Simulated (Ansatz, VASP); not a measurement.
## Two plane-wave programs on MgO

The input INCAR:

```
SYSTEM = MgO
ALGO = Normal
EDIFF = 1E-7
ENCUT = 520
GGA = PS
ISIF = 2
ISMEAR = 0
LASPH = .True.
LCHARG = .False.
LREAL = .False.
LWAVE = .False.
NBANDS = 11
NELM = 80
PREC = Accurate
SIGMA = 0.02
```

The input KPOINTS:

```
k-points
0
Gamma
  10 10 10
  0 0 0
```

The input POSCAR:

```
MgO
1.0
    0.0030532645      2.2474802415      2.2302709325
    2.2404128950      0.0077078915      2.2256163055
    2.2398364045      2.2422491240      0.0082843820
Mg O
1 1
Direct
   -0.0256867199      0.0319204740      0.0126244058
    0.5256867199      0.4680795260      0.4873755942
```

Input for Ansatz:

```yaml
crystal:
  lattice:
    - [0.0030532645, 2.2474802415, 2.2302709325]
    - [2.240412895, 0.0077078915, 2.2256163055]
    - [2.2398364045, 2.242249124, 0.008284382]
  atoms:
    - { symbol: Mg, position: [-0.0256867199, 0.031920474, 0.0126244058] }
    - { symbol: O, position: [0.5256867199, 0.468079526, 0.4873755942] }
basis:
  ecutwfc: 420
kpoints:
  mp_grid: { grid: [10, 10, 10] }
hamiltonian:
  xc: pbesol
scf:
  occupations: { method: gaussian, width: 0.02 }
output:
  forces: true
  stress: true
  eigenvalues: true
```

Change from the starting cell: all atoms moved at random, cell strained at random.

Alike in both runs: task single point; functional PBEsol; k mesh 10 × 10 × 10; occupations gaussian, width 0.02 eV; no spin polarisation.

|  | VASP | Ansatz |
| --- | --- | --- |
| version | VASP 6.6.1 | Ansatz 0.2.0 |
| potentials or method | VASP PAW PBE potentials, release 64 (Mg, O) | scalar-relativistic, plane waves, PAW |
| plane-wave cutoff (eV) | 520 | 420 |
| valence electrons in the cell | 8 | 16 |

Ansatz gave:

- gap on the k mesh at the Fermi level (eV): 3.10
- least direct gap on the mesh (eV): 3.10
- pressure (GPa): -17.0
- largest component of the traceless stress (GPa): 4.09
- rms of the force components (eV/Å): 0.293

Problem. What did VASP give for the same quantities?

Solution. gap on the k mesh at the Fermi level (eV): 3.09; least direct gap on the mesh (eV): 3.09; pressure (GPa): -17.6; largest component of the traceless stress (GPa): 4.13; rms of the force components (eV/Å): 0.294.

Atom by atom the forces differ by 0.001 eV/Å (rms over components). The two sets of potentials don't hold the same shells in valence.

Caveats: so large a pressure means that the cell lies far from this level's equilibrium, or that cutoff or potentials fall short (VASP); the potentials were made for another functional, which shifts forces and pressure (VASP).
